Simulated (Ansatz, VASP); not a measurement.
# One calculation of Al, two programs

Contents of INCAR:

```
PREC = Accurate
ENCUT = 520
EDIFF = 1E-6
ISMEAR = 0
SIGMA = 0.1
LREAL = Auto
LASPH = True
NELM = 100
ALGO = Fast
ISIF = 2
LWAVE = False
LCHARG = True
GGA = PE
IVDW = 12
LELF = True
LVHAR = True
ISYM = 0
NBANDS = 42
```

KPOINTS

```
Automatic mesh
0
Gamma
  3 3 3
```

POSCAR

```
Al
1.0
    4.2186830273      2.4356577814     -4.8668500000
   -0.0000000001     -4.8713155628     -4.8668500000
   -4.2186830272      2.4356577814     -4.8668500000
Al
18
Direct
    0.9722222222      0.3055555556      0.9722222222
    0.9722222222      0.9722222222      0.3055555556
    0.3055555556      0.3055555556      0.6388888889
    0.6388888889      0.3055555556      0.3055555556
    0.3055555556      0.9722222222      0.9722222222
    0.9722222222      0.6388888889      0.6388888889
    0.3055555556      0.6388888889      0.3055555556
    0.6388888889      0.9722222222      0.6388888889
    0.6388888889      0.6388888889      0.9722222222
    0.0277777778      0.3611111111      0.3611111111
    0.0277777778      0.0277777778      0.6944444444
    0.3611111111      0.3611111111      0.0277777778
    0.6944444444      0.3611111111      0.6944444444
    0.3611111111      0.0277777778      0.3611111111
    0.0277777778      0.6944444444      0.0277777778
    0.3611111111      0.6944444444      0.6944444444
    0.6944444444      0.0277777778      0.0277777778
    0.6944444444      0.6944444444      0.3611111111
```

Input for Ansatz:

```yaml
crystal:
  lattice:
    - [4.2186830273, 2.4356577814, -4.86685]
    - [-1.0e-10, -4.8713155628, -4.86685]
    - [-4.2186830272, 2.4356577814, -4.86685]
  atoms:
    - { symbol: Al, position: [0.9722222222, 0.3055555556, 0.9722222222] }
    - { symbol: Al, position: [0.9722222222, 0.9722222222, 0.3055555556] }
    - { symbol: Al, position: [0.3055555556, 0.3055555556, 0.6388888889] }
    - { symbol: Al, position: [0.6388888889, 0.3055555556, 0.3055555556] }
    - { symbol: Al, position: [0.3055555556, 0.9722222222, 0.9722222222] }
    - { symbol: Al, position: [0.9722222222, 0.6388888889, 0.6388888889] }
    - { symbol: Al, position: [0.3055555556, 0.6388888889, 0.3055555556] }
    - { symbol: Al, position: [0.6388888889, 0.9722222222, 0.6388888889] }
    - { symbol: Al, position: [0.6388888889, 0.6388888889, 0.9722222222] }
    - { symbol: Al, position: [0.0277777778, 0.3611111111, 0.3611111111] }
    - { symbol: Al, position: [0.0277777778, 0.0277777778, 0.6944444444] }
    - { symbol: Al, position: [0.3611111111, 0.3611111111, 0.0277777778] }
    - { symbol: Al, position: [0.6944444444, 0.3611111111, 0.6944444444] }
    - { symbol: Al, position: [0.3611111111, 0.0277777778, 0.3611111111] }
    - { symbol: Al, position: [0.0277777778, 0.6944444444, 0.0277777778] }
    - { symbol: Al, position: [0.3611111111, 0.6944444444, 0.6944444444] }
    - { symbol: Al, position: [0.6944444444, 0.0277777778, 0.0277777778] }
    - { symbol: Al, position: [0.6944444444, 0.6944444444, 0.3611111111] }
  symmetry: { detect: false }
basis:
  ecutwfc: 420
kpoints:
  mp_grid: { grid: [3, 3, 3], shift: [0.0, 0.0, 0.0] }
hamiltonian:
  xc: pbe
  dispersion: d3bj
scf:
  occupations: { method: gaussian, width: 0.1 }
output:
  forces: true
  stress: true
  eigenvalues: true
```

Alike in both runs: task single point; functional PBE; dispersion D3(BJ); k mesh 3 × 3 × 3; occupations gaussian, width 0.1 eV; no spin polarisation.

```csv
,VASP,Ansatz
version,VASP 6.6.1,Ansatz 0.2.0
potentials or method,"VASP PAW PBE potentials, release 64 (Al)","scalar-relativistic, plane waves, PAW"
plane-wave cutoff (eV),520,420
valence electrons in the cell,54,54
```

Ansatz gave:

* gap on the k mesh at the Fermi level (eV): none
* pressure (GPa): -2.9
* largest component of the traceless stress (GPa): 1.37
* rms of the force components (eV/Å): 0.004

Question: Which values does VASP return?

Answer: gap on the k mesh at the Fermi level (eV): none; pressure (GPa): -2.8; largest component of the traceless stress (GPa): 1.36; rms of the force components (eV/Å): 0.004.

Atom by atom the forces differ by 0.000 eV/Å (rms over components). A gap of «none» marks a metal or a gap that the smearing closes. With one functional, cell and mesh, what is left measures potentials, basis and numerics.

Caveats: pairwise dispersion overbinds metals, which lowers pressure and volume.
